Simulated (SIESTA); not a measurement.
BN:

```
N B
1.0
     0.00000    1.81300    1.81300
     1.81300    0.00000    1.81300
     1.81300    1.81300    0.00000
N B
1 1
Direct
  0.25000 0.25000 0.25000
  0.00000 0.00000 0.00000
```

The cell is a database's computed one.

Base run:

```yaml
Program: SIESTA 5.4.2
Functional: PBEsol
Potentials_or_basis: PseudoDojo 0.4 standard (PBEsol files)
Basis: DZP (energy shift 0.003 Ry)
Grid_cutoff: 800 Ry
Energy_shift: 0.003 Ry
k_mesh: 13 × 13 × 13
Occupations: fermi-dirac, width 0.05 eV
Spin: no spin polarisation
```

Its results: band gap on the k mesh 4.45 eV, indirect (least direct gap 8.79 eV); pressure -2.4 GPa.

Problem. The run is repeated on the same cell with these changes: functional from PBEsol to AM05. What comes out?

Solution. Band gap on the k mesh 4.45 eV, indirect (least direct gap 8.77 eV); pressure -3.4 GPa.

Caveats: the basis of atomic orbitals isn't converged, which shifts pressures, moduli and gaps; an odd mesh through Γ misses points on the zone boundary, where band edges often lie (some runs); the potentials were made for another functional, which shifts forces and pressure (some runs).
